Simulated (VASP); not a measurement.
# SnS2 (Berndtite-2T) (P-3m1) in VASP: notebook, part 2 of 2

VASP 6.6.1. Earlier steps stand in the parts before.

## (5) Relaxation of cell and atoms, LDA, target pressure 3 GPa, at which the enthalpy is minimised

This run uses another cell than the first one, of 20.23 Å³/atom, 0.902 times its volume.

INCAR reads:

```
ALGO     = Normal         # electronic algorithm
EDIFF    = 1E-7           # SCF threshold, eV
EDIFFG   = -0.005         # ionic threshold
ENCUT    = 600            # plane-wave cutoff, eV
GGA      = CA             # functional
IBRION   = 2              # ionic algorithm
ISIF     = 3              # what is computed and relaxed
ISMEAR   = 0              # smearing method
LASPH    = T              # aspherical terms in the spheres
LCHARG   = F              # write CHGCAR
LREAL    = F              # projectors in reciprocal space
LWAVE    = F              # write WAVECAR
NELM     = 80             # most SCF steps
NSW      = 90             # ionic steps
PREC     = Accurate       # precision mode
PSTRESS  = 30.0         
SIGMA    = 0.03           # smearing width, eV
```

KPOINTS reads:

```
k-points
0
Gamma
  9 9 5
```

POSCAR reads:

```
SnS2                                    
1.0
    3.6028563282     -0.0000000000      0.0000000000
   -1.8014281641      3.1201651064     -0.0000000000
   -0.0000000000      0.0000000000      5.3987336353
  Sn              S             
     1     2
Direct
     0.0000000000000000    0.0000000000000000    0.0000000000000000
     0.3333333332999970    0.6666666667000030    0.2714374951541269
     0.6666666667000030    0.3333333332999970    0.7285625048458733
```

On the command line:

```console
cat potpaw_LDA.64/Sn_d/POTCAR potpaw_LDA.64/S/POTCAR > POTCAR
mpirun -np 1 vasp_std > vasp.out
```

Run time: 38 s. Hardware: 1 thread of Intel Xeon Platinum 8488C (Sapphire Rapids), shared host; peak memory 0.2 GiB.

The run converged. Its results:

- Free energy: -15.0361 eV
- Pressure after relaxing: 3.0 GPa
- Band gap on the k mesh: 0.89 eV, indirect (least direct gap 1.44 eV)

Forces on the atoms (eV/Å):
```
Sn   0.000  0.000  0.000
S    0.000  0.000  0.003
S    0.000  0.000 -0.003
```

Final structure:
```
CELL_PARAMETERS angstrom
3.60286 0.00000 0.00000
-1.80143 3.12017 0.00000
0.00000 0.00000 5.39873
ATOMIC_POSITIONS crystal
Sn 0.00000 0.00000 0.00000
S 0.33333 0.66667 0.27144
S 0.66667 0.33333 0.72856
```

Levels at points of the mesh, in eV from the valence-band top:
```csv
k point,band 9,band 10,band 11,band 12,band 13,band 14,band 15,band 16,band 17
"(0.00, 0.00, 0.00)",-1.14,-1.14,-1.02,-1.02,0.00,1.44,2.96,5.00,5.00
```

Caveat: the relaxation stopped at its first step, so nothing moved; the cell is relaxed towards a set pressure, so the enthalpy falls and the energy may rise; spin-orbit coupling is left out, which moves the levels of the heavy elements; an odd mesh through Γ misses points on the zone boundary, where band edges often lie.

## (6) Relaxation of cell and atoms, rev-vdW-DF2

INCAR reads:

```
PREC = Accurate ; ENCUT = 600
EDIFF = 1E-6 ; ISMEAR = 0
SIGMA = 0.03 ; LREAL = False
LASPH = True ; NELM = 80
ALGO = Normal ; ISIF = 3
LWAVE = False ; LCHARG = False
GGA = MK ; LUSE_VDW = True
AGGAC = 0.0 ; PARAM1 = 0.1234
PARAM2 = 0.711357 ; ZAB_VDW = -1.8867
IBRION = 2 ; NSW = 90
EDIFFG = -0.01 ; KPAR = 2
```

KPOINTS reads:

```
Automatic mesh
0
Gamma
  9 9 5
```

POSCAR reads:

```
SnS2
1.0
    3.6390000000      0.0000000000      0.0000000000
   -1.8195000000      3.1514664444      0.0000000000
    0.0000000000      0.0000000000      5.8680000000
Sn S
1 2
Direct
    0.0000000000      0.0000000000      0.0000000000
    0.3333333333      0.6666666667      0.2500000000
    0.6666666667      0.3333333333      0.7500000000
```

Potentials or basis: VASP PAW PBE potentials, release 64 (Sn_d, S).

On the command line:

```console
cat potpaw_PBE.64/Sn_d/POTCAR potpaw_PBE.64/S/POTCAR > POTCAR
mpirun -np 2 vasp_std > vasp.out
```

Run time: 12 min. Hardware: 2 MPI ranks of Intel Xeon Platinum 8259CL at 2.50GHz (Skylake/Cascade Lake), shared host; peak memory 0.49 GiB.

The run converged. Its results:

* Free energy: -7.8175 eV
* Relaxed volume: 23.10 Å³/atom
* Relaxed cell: a = 3.688 Å, b = 3.688 Å, c = 5.885 Å, α = 90.00°, β = 90.00°, γ = 120.00°
* Space group after relaxing (to 0.05 Å): P-3m1 (No. 164)
* Energy gained by relaxing: 7.5 meV/atom
* Ionic steps: 11
* Pressure after relaxing: 0.0 GPa
* Band gap on the k mesh: 1.23 eV, indirect (least direct gap 1.58 eV)

The path:
```
step  energy change (eV)  largest force (eV/Å)  pressure (GPa)  volume (Å³)
   1              0.0000                0.3505            2.94        67.30
   2             -0.0049                0.3273           -2.28        71.38
   3             -0.0219                0.0258           -0.03        69.41
   4             -0.0219                0.0191            0.06        69.37
   5             -0.0223                0.0036            0.04        69.41
   6             -0.0224                0.0203            0.01        69.44
   7             -0.0224                0.0111           -0.05        69.46
   8             -0.0224                0.0016           -0.11        69.47
   9             -0.0224                0.0018           -0.08        69.46
  10             -0.0225                0.0002           -0.07        69.40
  11             -0.0225                0.0017           -0.03        69.30
```

Final structure:
```xyz
3
Lattice="3.6876 0.0000 0.0000 -1.8438 3.1936 0.0000 0.0000 0.0000 5.8846" Properties=species:S:1:pos:R:3 pbc="T T T"
Sn    3.6876    0.0000    5.8846
S     0.0000    2.1291    1.4836
S     1.8438    1.0645    4.4010
```

Levels at points of the mesh, in eV from the valence-band top:
| k point | band 11 | band 12 | band 13 | band 14 | band 15 | band 16 |
| --- | --- | --- | --- | --- | --- | --- |
| (0.00, 0.00, 0.00) | -0.42 | -0.42 | 0.00 | 1.58 | 3.52 | 5.27 |

Caveat: the PAW data sets were made with another functional, which shifts forces and pressure a little; spin-orbit coupling is left out, which moves the levels of the heavy elements; an odd mesh through Γ misses points on the zone boundary, where band edges often lie.

## (7) Overview

| level | potentials or basis | cell | target pressure | gap on the mesh (eV) | pressure (GPa) |
| --- | --- | --- | --- | --- | --- |
| r2SCAN | VASP PAW PBE potentials, release 64 (Sn_d, S) | relaxed to 3 GPa | 3 GPa | 1.64 | 3.0 |
| LDA | VASP PAW LDA potentials, release 64 (Sn_d, S) | relaxed to 3 GPa | 3 GPa | 0.89 | 3.0 |
| rev-vdW-DF2 | VASP PAW PBE potentials, release 64 (Sn_d, S) | relaxed | - | 1.23 | 0.0 |

Alike in all rows: task relaxation of cell and atoms; no spin polarisation; k mesh 9 × 9 × 5; cutoff (eV) 600; smearing gaussian 0.03 eV.

Caveats: spin-orbit coupling is left out, which moves the levels of the heavy elements; an odd mesh through Γ misses points on the zone boundary, where band edges often lie; the relaxation stopped at its first step, so nothing moved (some runs); the cell is relaxed towards a set pressure, so the enthalpy falls and the energy may rise (some runs); the PAW data sets were made with another functional, which shifts forces and pressure a little (some runs).

Total energies depend on the potentials used, so only differences within one code and one set of settings carry meaning.
